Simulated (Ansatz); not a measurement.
# HfN (F-43m) in Ansatz: a series of runs

The runs below take HfN through relaxation of cell and atoms, with LDA, LDA+U.

Everything below comes from runs of Ansatz 0.2.0. Logs are shortened: lines on timing, memory, paths and dates and some standing lists are left out, and cuts for length are marked.

**1. The crystal as given**

The structure is cubic, space group F-43m (No. 216). The conventional cell has a = 4.910 Å, b = 4.910 Å, c = 4.910 Å, α = 90.00°, β = 90.00°, γ = 90.00°. Hf (site symmetry -43m) is surrounded by 4 N at 2.13 Å. Around N (site symmetry -43m) lie 4 Hf at 2.13 Å.

The cell comes from a database or a generator and needn't be the stable form of this composition.

**2. Relaxation of cell and atoms, LDA**

input.yaml

```yaml
crystal:
  lattice:
    - [0.0, 2.454822, 2.454822]
    - [2.454822, 0.0, 2.454822]
    - [2.454822, 2.454822, 0.0]
  atoms:
    - { symbol: Hf, position: [0.0, 0.0, 0.0] }
    - { symbol: "N", position: [0.25, 0.25, 0.25] }
hamiltonian:
  xc: lda
  pseudopotentials: { kind: paw }
kpoints:
  mp_grid: { grid: [9, 9, 9] }
scf:
  occupations: { method: fermi_dirac, width: 0.05 }
output:
  forces: true
  stress: true
  eigenvalues: true
relax:
  f_tol: 0.01
  max_steps: 40
  cell: { stress_tol: 0.05 }
```

Potentials or basis: Ansatz PAW.

Started as:

```
$ ansatz run input.yaml --threads 2 --pin off --max-ram 5632MiB --backend cpu --events-out ev --progress --plain --runs-dir out
```

Log:

```text
Warning: RAYON_NUM_THREADS=2 ignored (pool sized by the plan → 2); use --threads N
Engine: ansatz 0.2.0, aarch64-unknown-linux-gnu
Pseudopotentials: kind: paw
Pseudopotential: Hf, paw, valence charge 26, recommended cutoff 420 eV (normal), Hf.paw.azcp
Pseudopotential: N, paw, valence charge 5, recommended cutoff 420 eV (normal), N.paw.azcp
Functional definition: SPW92
  exchange = slater_x
  correlation = pw_c
Crystal: 2 atoms, lattice volume = 29.586 Å³
Basis set: ecut = 420 eV, 561 PW (Γ)
Bands: 20, of which v1, the nominal top of the filled ones, is band 16 counted from 1 (15 counted from 0)
Symmetry: 24 space group operations
Space group: F-43m (ITA 216), of the structure as read, at distance tolerance 3.1e-5 Å
k-points: 35 of 729 (time reversal used)
Non-local potential: Hf, projectors of the file, l = 0: 3, l = 1: 2, l = 2: 2, l = 3: 3
Non-local potential: N, projectors of the file, l = 0: 2, l = 1: 2, l = 2: 1
PAW form: soft (Blöchl's): semilocal exchange-correlation on the pseudo side does not see the compensation charge
PAW frozen core: Hf, regenerated for the run's functional, and the local potential with it (the file was generated under x = pbe(κ = 0.804, μ = 0.2195149727645171), c = pbe(β = 0.06672455060314922))
PAW frozen core: N, regenerated for the run's functional, and the local potential with it (the file was generated under x = pbe(κ = 0.804, μ = 0.2195149727645171), c = pbe(β = 0.06672455060314922))
PAW one-centre angular grid: Hf, 590 points (default); XC on 64 Gauss nodes
PAW one-centre angular grid: N, 110 points (default); XC on 64 Gauss nodes
Initial density: superposition of atomic densities (neutral atoms: chi_scale 0, normalization atom), corrected by the library's trained network
Initial wavefunctions: pseudopotential atomic-orbital guess
Functional: x = slater, c = lda
SCF iter   1: F=—  HF=-15853.868503 eV  |F-HF|=—  |Δ(HF+E_count)|=         —  Δρ=1.67e-2  dr2=9.42e-2  ethr=1.77e-3  ⟨swp⟩=4.5  Hψ=2721  notcnv=0
preconditioner: auto → Kerker (q_TF=auto, 2.750 Å⁻¹)  [metal: Δε(μ)=0.025 eV  Ē_g=18.298 eV  σ=0.050 eV  W_gap=0.13  n_scr=14 (ndim 8)  ℏωp=36.8 eV  f_vac=0.006  D(μ)=0.61/eV (n_scr^D=0)]
SCF iter   2: F=—  HF=-15853.847615 eV  |F-HF|=—  |Δ(HF+E_count)|=   2.09e-2  Δρ=4.38e-3  dr2=3.96e-3  ethr=3.04e-4  ⟨swp⟩=2.0  Hψ=1126  notcnv=0  defer=3
SCF iter   3: F=—  HF=-15853.847059 eV  |F-HF|=—  |Δ(HF+E_count)|=   5.56e-4  Δρ=2.29e-3  dr2=9.58e-4  ethr=1.28e-5  ⟨swp⟩=2.2  Hψ=1027  notcnv=0  defer=3
SCF iter   4: F=—  HF=-15853.846992 eV  |F-HF|=—  |Δ(HF+E_count)|=   6.65e-5  Δρ=8.93e-4  dr2=1.65e-4  ethr=3.09e-6  ⟨swp⟩=2.3  Hψ=1248  notcnv=0  defer=3
SCF iter   5: F=—  HF=-15853.846929 eV  |F-HF|=—  |Δ(HF+E_count)|=   6.30e-5  Δρ=2.84e-4  dr2=2.49e-5  ethr=5.33e-7  ⟨swp⟩=2.0  Hψ=956  notcnv=0  defer=3
SCF iter   6: F=—  HF=-15853.846921 eV  |F-HF|=—  |Δ(HF+E_count)|=   7.82e-6  Δρ=7.10e-5  dr2=2.10e-6  ethr=8.04e-8  ⟨swp⟩=2.3  Hψ=937  notcnv=0  defer=3
SCF iter   7: F=—  HF=-15853.846921 eV  |F-HF|=—  |Δ(HF+E_count)|=   1.38e-7  Δρ=2.78e-5  dr2=1.95e-7  ethr=6.76e-9  ⟨swp⟩=2.0  Hψ=1084  notcnv=0  defer=3
SCF iter   8: F=-15853.846921 eV  HF=-15853.846921 eV  |F-HF|=5.27e-9  |Δ(HF+E_count)|=   6.59e-8  Δρ=4.66e-6  dr2=4.13e-9  ethr=3.23e-10  ⟨swp⟩=4.9  Hψ=2609  notcnv=0
SCF 1 converged in 8 iterations: F = -15853.846921 eV  dr2 = 4.13e-9
relax step   1: F+E_penalty+E_count = -15853.84692116 eV  Δ(F+E_penalty+E_count) = +0.000e0 eV  max|allowed force component| = 3.146e-16 eV/Å  Δτ_max = 0.0000 Å  P = -9.684 GPa  Ω = 29.586 Å³  (8 SCF iters, dr2 threshold 1.00e-7 eV, accepted)
[... 20 lines left out ...]
relax step   6: F+E_penalty+E_count = -15853.89254508 eV  Δ(F+E_penalty+E_count) = -9.325e-5 eV  max|allowed force component| = 4.533e-16 eV/Å  Δτ_max = 0.0000 Å  P = -0.000 GPa  Ω = 28.143 Å³  energy of the carried Pulay correction = +7.800e-5 eV  (5 SCF iters, dr2 threshold 9.44e-8 eV, accepted)
[... 9 lines left out ...]
relax step   7: F+E_penalty+E_count = -15853.89245776 eV  Δ(F+E_penalty+E_count) = +8.732e-5 eV  max|allowed force component| = 4.533e-16 eV/Å  Δτ_max = 0.0000 Å  P = -0.003 GPa  Ω = 28.143 Å³  stress off target by 2.78e-3 GPa  SCF on the basis re-selected at this cell (its energy is not comparable with the rows above)  (6 SCF iters)
basis re-selected at this cell: Δ(F+E_penalty+E_count) = +8.732e-5 eV, ΔP = -0.002 GPa vs the last step (what re-selecting the basis moved, of the pressure what is left beyond the Pulay correction that the steps carried, after the strain that the cell walked since its last selection, with what the two solves' SCF thresholds leave and, on support functions, any second-order correction that the steps lacked; it is no measure of the basis error at this ecutwfc). This SCF's stress stands 2.78e-3 GPa from its target on what of the cell is left free (relax.cell.stress_tol is 5.00e-2 GPa) and its largest allowed force component is 4.53e-16 eV/Å (relax.f_tol is 1.00e-2 eV/Å): within both
SCF converged after 6 iterations
Free energy (F): -15853.892458 eV
Harris-Foulkes:  -15853.892458 eV  (|F-HF|=5.46e-12)
Internal energy: -15853.888029 eV  (E = F + TS)
E sigma→0 (E₀):  -15853.890243 eV
Entropy (-TS):   -0.004429 eV (-2.214 meV/atom)
Fermi energy:    18.486345 eV
--- Per-component energies (eV) ---
  E_band       = 27.328454
  E_kinetic    = 556.664237
  E_local      = -5531.431728  (includes V_loc(G=0)·N_el)
  E_nonlocal   = -1184.538303
  E_hartree    = 2568.692531
  E_xc         = -357.687501
  E_vxc        = -343.472653  (∫ρ·V_xc dr)
  E_paw        = -6804.797295  (= ΣΔE_a)
  E_vpaw       = 1392.721876  (= ΣTr[D̂ρ^β])
  E_aug_tail   = 0.000088  (compensation charges beyond the density's cutoff)
  E_ewald      = -5103.327346
  E_core_change = 2.537287  (= ΣΔE_core)
  E_smearing   = -0.004429  (= −TS)
  E_closure    = -0.000000  (closes the sum)
  Σ components = -15853.892458   (vs F -15853.892458, Δ=0.00e0)
--- Forces (eV/Å), atoms counted from 1 ---
  atom   1  Hf     0.00000000    -0.00000000    -0.00000000
  atom   2  N     -0.00000000     0.00000000     0.00000000
  max |Σ_I F_I| component: 1.30e-16 eV/Å
--- Stress (GPa, compression-positive) ---
       -0.002781      -0.000000      -0.000000
       -0.000000      -0.002781       0.000000
       -0.000000       0.000000      -0.002781
  P = ⅓ Tr σ = -0.0028 GPa (-0.028 kbar)
--- Band table (eV; the first three rows and the last of 35) ---
  k-point 0: bands = ["-43.8462", "-12.4304", "-12.4304", "-12.4304", "2.1393", "6.1636", "6.1636", "6.1636", "6.2460", "6.2460", "6.2460", "6.3179", "12.7931", "12.7931", "12.7931", "18.0259", "20.7011", "20.7011", "25.3408", "25.3408"]
  k-point 1: bands = ["-43.8430", "-12.5022", "-12.4395", "-12.4395", "2.3012", "6.1645", "6.1671", "6.1671", "6.2401", "6.2401", "6.2462", "6.3255", "12.5492", "12.8904", "12.8904", "18.6595", "20.4995", "20.4995", "25.0197", "25.6394"]
  k-point 2: bands = ["-43.8350", "-12.6787", "-12.4624", "-12.4624", "2.6929", "6.1688", "6.1748", "6.1748", "6.2274", "6.2274", "6.2467", "6.3375", "12.2397", "13.1130", "13.1130", "19.9078", "20.2799", "20.2799", "24.4605", "25.8568"]
  k-point 34: bands = ["-43.8107", "-12.8996", "-12.7326", "-12.6173", "3.8118", "6.1645", "6.1888", "6.2054", "6.2083", "6.2125", "6.2226", "6.3067", "12.5225", "13.3244", "14.7818", "17.3150", "19.9130", "22.0770", "23.9974", "25.2880"]
--- Relaxed structure (5 steps of the walk, 5 accepted, 2 SCFs on fresh bases) ---
  F+E_penalty+E_count = -15853.89245776 eV   max|allowed force component| = 4.533e-16 eV/Å   (the final SCF, on the basis selected at the relaxed cell)
  cell:  # Å, volume = 28.1431 Å³
    - [4.89302413513669e-33, 2.4142418909653705, 2.4142418909653705]
    - [2.4142418909653705, -7.786991988785351e-34, 2.4142418909653705]
    - [2.4142418909653705, 2.4142418909653705, 4.5252646266137174e-33]
  atoms:
    - { symbol: Hf, position: [-2.092132621034286e-34, 4.4457818196978585e-34, 5.491848130215001e-34] }
    - { symbol: N, position: [0.25, 0.25, 0.25] }
```

It took 9.3 s on 2 threads of Arm Neoverse V1, shared host; peak memory 0.31 GiB.

Results:

```yaml
Free_energy: -15853.8925 eV
Relaxed_volume: 14.07 Å³/atom
Relaxed_cell: a = 3.414 Å, b = 3.414 Å, c = 3.414 Å, α = 60.00°, β = 60.00°, γ = 60.00°
Space_group_after_relaxing_to_0.05_Å: F-43m (No. 216)
Energy_gained_by_relaxing: 22.8 meV/atom
Ionic_steps: 7
Pressure_after_relaxing: 0.0 GPa
Band_gap_on_the_k_mesh: none (metal or under the smearing width)
```

Step by step:
```csv
step,energy change (eV),largest force (eV/Å),volume (Å³)
1,0.0000,0.0000,29.59
2,-0.0452,0.0000,27.71
3,-0.0489,0.0000,28.20
4,-0.0491,0.0000,28.17
5,-0.0455,0.0000,28.17
6,-0.0456,0.0000,28.14
7,-0.0455,0.0000,28.14
```

Final structure:
```
CELL_PARAMETERS angstrom
0.00000 2.41424 2.41424
2.41424 0.00000 2.41424
2.41424 2.41424 0.00000
ATOMIC_POSITIONS crystal
Hf 0.00000 0.00000 0.00000
N 0.25000 0.25000 0.25000
```

Caveat: the plane-wave basis is chosen anew once the cell has moved, so the energies of steps on either side of that aren't comparable; the pressure holds a Pulay correction of +0.5 GPa for the finite cutoff; the PAW data sets come from PBE, with cores solved anew for the run's functional, which leaves a small shift of forces and pressure. Spin-orbit coupling is left out, which matters for the levels of Hf.

**3. Relaxation of cell and atoms, LDA+U**

Edit input.yaml of step 2 so:

```diff
@@ -11,2 +11,3 @@
   pseudopotentials: { kind: paw }
+  hubbard: { sites: [{ species: Hf, l: d, u_eff: 1.0 }] }
 kpoints:
```

Potentials or basis: Ansatz PAW.

Started as:

```
$ ansatz run input.yaml --threads 2 --pin off --max-ram 5632MiB --backend cpu --events-out ev --progress --plain --runs-dir out
```

Run time: 12 s. Hardware: 2 threads of Arm Neoverse V1, shared host; peak memory 0.32 GiB.

Results (log left out):

```yaml
Free_energy: -15852.9117 eV
Relaxed_volume: 14.16 Å³/atom
Relaxed_cell: a = 3.421 Å, b = 3.421 Å, c = 3.421 Å, α = 60.00°, β = 60.00°, γ = 60.00°
Space_group_after_relaxing_to_0.05_Å: F-43m (No. 216)
Energy_gained_by_relaxing: 17.1 meV/atom
Ionic_steps: 7
Pressure_after_relaxing: 0.0 GPa
Band_gap_on_the_k_mesh: none (metal or under the smearing width)
```

Step by step:
| step | energy change (eV) | largest force (eV/Å) | volume (Å³) |
| --- | --- | --- | --- |
| 1 | 0.0000 | 0.0000 | 29.59 |
| 2 | -0.0350 | 0.0000 | 27.96 |
| 3 | -0.0372 | 0.0000 | 28.37 |
| 4 | -0.0373 | 0.0000 | 28.34 |
| 5 | -0.0341 | 0.0000 | 28.34 |
| 6 | -0.0342 | 0.0000 | 28.32 |
| 7 | -0.0342 | 0.0000 | 28.32 |

Final structure:
```cif
data_structure
_symmetry_space_group_name_H-M 'P 1'
_symmetry_Int_Tables_number 1
_cell_length_a 3.4214
_cell_length_b 3.4214
_cell_length_c 3.4214
_cell_angle_alpha 60.000
_cell_angle_beta 60.000
_cell_angle_gamma 60.000
_cell_volume 28.32
loop_
_atom_site_label
_atom_site_type_symbol
_atom_site_fract_x
_atom_site_fract_y
_atom_site_fract_z
_atom_site_occupancy
Hf1 Hf 0.00000 0.00000 0.00000 1
N1 N 0.25000 0.25000 0.25000 1
```

Levels at points of the mesh, in eV from the Fermi level:
| k point | band 13 | band 14 | band 15 | band 16 | band 17 | band 18 |
| --- | --- | --- | --- | --- | --- | --- |
| (0.00, 0.00, 0.00) | -5.69 | -5.69 | -5.69 | -0.60 | 2.36 | 2.36 |

Eigenvalues of the final occupation matrices:
| site | spin | trace | eigenvalues |
| --- | --- | --- | --- |
| site 1 | 1 | 1.40 | 0.18 0.18 0.35 0.35 0.35 |

Caveat: the plane-wave basis is chosen anew once the cell has moved, so the energies of steps on either side of that aren't comparable; the pressure holds a Pulay correction of +0.5 GPa for the finite cutoff; U without spin polarisation on a metal has little footing; the PAW data sets come from PBE, with cores solved anew for the run's functional, which leaves a small shift of forces and pressure.

**4. Relaxation of cell and atoms, LDA+U**

Edit input.yaml of step 3 so:

```diff
@@ -11,3 +11,3 @@
   pseudopotentials: { kind: paw }
-  hubbard: { sites: [{ species: Hf, l: d, u_eff: 1.0 }] }
+  hubbard: { sites: [{ species: Hf, l: d, u_eff: 2.0 }] }
 kpoints:
@@ -20,2 +20,6 @@
   eigenvalues: true
+  write_density: true
+  write_potential: true
+  elf: true
+  volumetric_format: npy
 relax:
```

Started as:

```
$ ansatz run input.yaml --threads 2 --pin off --max-ram 5632MiB --backend cpu --events-out ev --progress --plain --runs-dir out
```

Wall time 12 s (2 threads of Arm Neoverse V1, shared host); peak memory 0.32 GiB.

It converged, with:

- Free energy: -15851.9439 eV
- Relaxed volume: 14.26 Å³/atom
- Relaxed cell: a = 3.430 Å, b = 3.430 Å, c = 3.430 Å, α = 60.00°, β = 60.00°, γ = 60.00°
- Space group after relaxing (to 0.05 Å): F-43m (No. 216)
- Energy gained by relaxing: 11.9 meV/atom
- Ionic steps: 7
- Pressure after relaxing: 0.0 GPa
- Band gap on the k mesh: none (metal or under the smearing width)

Step by step:
```csv
step,energy change (eV),largest force (eV/Å),volume (Å³)
1,0.0000,0.0000,29.59
2,-0.0252,0.0000,28.23
3,-0.0264,0.0000,28.56
4,-0.0265,0.0000,28.54
5,-0.0238,0.0000,28.54
6,-0.0238,0.0000,28.52
7,-0.0237,0.0000,28.52
```

Final structure:
```
CELL_PARAMETERS angstrom
0.00000 2.42510 2.42510
2.42510 0.00000 2.42510
2.42510 2.42510 0.00000
ATOMIC_POSITIONS crystal
Hf 0.00000 0.00000 0.00000
N 0.25000 0.25000 0.25000
```

Levels at points of the mesh, in eV from the Fermi level:
```tsv
k point	band 14	band 15	band 16	band 17	band 18	band 19
(0.00, 0.00, 0.00)	-5.67	-5.67	-0.72	2.53	2.53	6.71
```

Eigenvalues of the final occupation matrices:
| site | spin | trace | eigenvalues |
| --- | --- | --- | --- |
| site 1 | 1 | 1.38 | 0.17 0.17 0.35 0.35 0.35 |

Caveat: the plane-wave basis is chosen anew once the cell has moved, so the energies of steps on either side of that aren't comparable; the pressure holds a Pulay correction of +0.5 GPa for the finite cutoff; U without spin polarisation on a metal has little footing; the PAW data sets come from PBE, with cores solved anew for the run's functional, which leaves a small shift of forces and pressure. Spin-orbit coupling is left out, which matters for the levels of Hf.

**5. Relaxation of cell and atoms, LDA+U**

Edit input.yaml of step 4 so:

```diff
@@ -11,3 +11,3 @@
   pseudopotentials: { kind: paw }
-  hubbard: { sites: [{ species: Hf, l: d, u_eff: 2.0 }] }
+  hubbard: { sites: [{ species: Hf, l: d, u_eff: 3.0 }] }
 kpoints:
@@ -20,6 +20,2 @@
   eigenvalues: true
-  write_density: true
-  write_potential: true
-  elf: true
-  volumetric_format: npy
 relax:
```

Started as:

```
$ ansatz run input.yaml --threads 2 --pin off --max-ram 5632MiB --backend cpu --events-out ev --progress --plain --runs-dir out
```

It took 12 s on 2 threads of Arm Neoverse V1, shared host; peak memory 0.32 GiB.

It converged, with:

```yaml
Free_energy: -15850.9902 eV
Relaxed_volume: 14.37 Å³/atom
Relaxed_cell: a = 3.438 Å, b = 3.438 Å, c = 3.438 Å, α = 60.00°, β = 60.00°, γ = 60.00°
Space_group_after_relaxing_to_0.05_Å: F-43m (No. 216)
Energy_gained_by_relaxing: 7.4 meV/atom
Ionic_steps: 7
Pressure_after_relaxing: 0.0 GPa
Band_gap_on_the_k_mesh: none (metal or under the smearing width)
```

The path:
```
step  energy change (eV)  largest force (eV/Å)  volume (Å³)
   1              0.0000                0.0000        29.59
   2             -0.0164                0.0000        28.51
   3             -0.0170                0.0000        28.77
   4             -0.0170                0.0000        28.76
   5             -0.0148                0.0000        28.76
   6             -0.0149                0.0000        28.74
   7             -0.0148                0.0000        28.74
```

Final structure:
```xyz
2
Lattice="0.0000 2.4312 2.4312 2.4312 0.0000 2.4312 2.4312 2.4312 0.0000" Properties=species:S:1:pos:R:3 pbc="T T T"
Hf    0.0000    0.0000    0.0000
N     1.2156    1.2156    1.2156
```

Levels at points of the mesh, in eV from the Fermi level:
| k point | band 14 | band 15 | band 16 | band 17 | band 18 | band 19 |
| --- | --- | --- | --- | --- | --- | --- |
| (0.00, 0.00, 0.00) | -5.65 | -5.65 | -0.85 | 2.72 | 2.72 | 6.63 |

Eigenvalues of the final occupation matrices:
| site | spin | trace | eigenvalues |
| --- | --- | --- | --- |
| site 1 | 1 | 1.35 | 0.16 0.16 0.34 0.34 0.34 |

Caveat: the plane-wave basis is chosen anew once the cell has moved, so the energies of steps on either side of that aren't comparable; the pressure holds a Pulay correction of +0.5 GPa for the finite cutoff; U without spin polarisation on a metal has little footing; the PAW data sets come from PBE, with cores solved anew for the run's functional, which leaves a small shift of forces and pressure. Spin-orbit coupling is left out, which matters for the levels of Hf.

**6. Summary**

```csv
level,U,hubbard projectors,double counting,gap on the mesh (eV),pressure (GPa),relaxed volume (Å³/atom)
LDA,-,-,-,none,0.0,14.07
LDA+U,Hf d U = 1 eV,ortho-atomic (the default),fll (the default),none,0.0,14.16
LDA+U,Hf d U = 2 eV,ortho-atomic (the default),fll (the default),none,0.0,14.26
LDA+U,Hf d U = 3 eV,ortho-atomic (the default),fll (the default),none,0.0,14.37
```

Alike in all rows: task relaxation of cell and atoms; potentials or basis Ansatz PAW; no spin polarisation; cell relaxed; k mesh 9 × 9 × 9; cutoff (eV) 420; smearing fermi-dirac 0.05 eV.

Caveats: the plane-wave basis is chosen anew once the cell has moved, so the energies of steps on either side of that aren't comparable; the PAW data sets come from PBE, with cores solved anew for the run's functional, which leaves a small shift of forces and pressure; U without spin polarisation on a metal has little footing (some runs).

Total energies depend on the potentials used, so only differences within one code and one set of settings carry meaning.
